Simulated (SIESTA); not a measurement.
## TiCo under changes of volume

One of the cells (13.580 Å³/atom); the others are scaled copies at fixed shape and fractional positions:

```
Co Ti
1.0
     3.00589    0.00000    0.00000
     0.00000    3.00589    0.00000
     0.00000    0.00000    3.00589
Co Ti
1 1
Cartesian
  1.5029 1.5029 1.5029
  0.0000 0.0000 0.0000
```

The cell comes from a database or a generator and needn't be the stable form of this composition.

* Program: SIESTA 5.4.2
* Functional: PBE
* Potentials or basis: PseudoDojo 0.4 standard (PBE files)
* Basis: DZP (energy shift 0.003 Ry; two zetas on semicore shells)
* Grid cutoff: 800 Ry
* Energy shift: 0.003 Ry
* k mesh: 9 × 9 × 9
* Occupations: fermi-dirac, width 0.05 eV
* Spin: collinear spin, ferromagnetic start
* Starting moments: [2.0, 1.0] μB

| volume (Å³/atom) | energy over the lowest point (meV/atom) | pressure (GPa) | moment (μB per cell) |
| --- | --- | --- | --- |
| 12.515 | ? | ? | ? |
| 12.781 | 5.63 | 5.4 | 0.71 |
| 13.047 | 0.00 | 1.6 | 0.76 |
| 13.580 | 5.24 | -4.7 | 0.84 |
| 13.846 | 15.65 | -7.7 | 0.86 |
| 14.112 | 30.50 | -10.0 | 0.87 |

Q: What does the run at 12.515 Å³/atom give?

A: Energy over the lowest point 18.35 meV/atom; pressure 10.1 GPa; moment 0.67 μB per cell.

Worked out: A Birch-Murnaghan fit of order 3 (a polynomial in V^(-2/3)) to the other rows has its minimum at 13.18 Å³/atom with B0 = V·E''(V) = 164 GPa (rough, since the energies scatter). It gives 17.35 meV/atom at 12.515 Å³/atom, against the run's 18.35, and -dE/dV = 8.9 GPa, against 10.1. A parabola through the other rows of the moment, of slope 0.264 μB per Å³/atom there, extrapolates to 0.64 μB, against the run's 0.67.

Energies are extrapolated to zero smearing.

Caveats: short orbitals over semicore shells can move pressures by several GPa; the basis of atomic orbitals isn't converged, which shifts pressures, moduli and gaps.
